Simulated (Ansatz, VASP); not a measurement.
Two plane-wave programs on Si

```
Si
1.0
     3.84720    0.00000    0.00000
    -1.92360    3.33177    0.00000
     0.00000    0.00000   18.44470
Si
4
Direct
  0.33333 0.66667 0.26958
  0.66667 0.33333 0.24397
  0.00000 0.00000 0.48495
  0.33333 0.66667 0.45934
```

Alike in both runs: task single point; functional PBE; dispersion D3(BJ); k mesh 9 × 9 × 1; occupations gaussian, width 0.1 eV; no spin polarisation.

|  | VASP | Ansatz |
| --- | --- | --- |
| version | VASP 6.6.1 | Ansatz 0.2.0 |
| potentials or method | VASP PAW PBE potentials, release 64 (Si) | scalar-relativistic, plane waves, PAW |
| plane-wave cutoff (eV) | 520 | 420 |
| valence electrons in the cell | 16 | 16 |

Ansatz gave:

```
gap on the k mesh at the Fermi level (eV)  : none
rms of the force components (eV/Å)         : 0.190
work function, face that differs most (eV) : 4.67
```

**Question.** Which values does VASP return?

**Answer.** gap on the k mesh at the Fermi level (eV): none; rms of the force components (eV/Å): 0.187; work function, face that differs most (eV): 4.67.

Atom by atom the forces differ by 0.004 eV/Å (rms over components). A gap of «none» marks a metal or a gap that the smearing closes. Ansatz warned: «xc_potential_rough_in_thin_density».
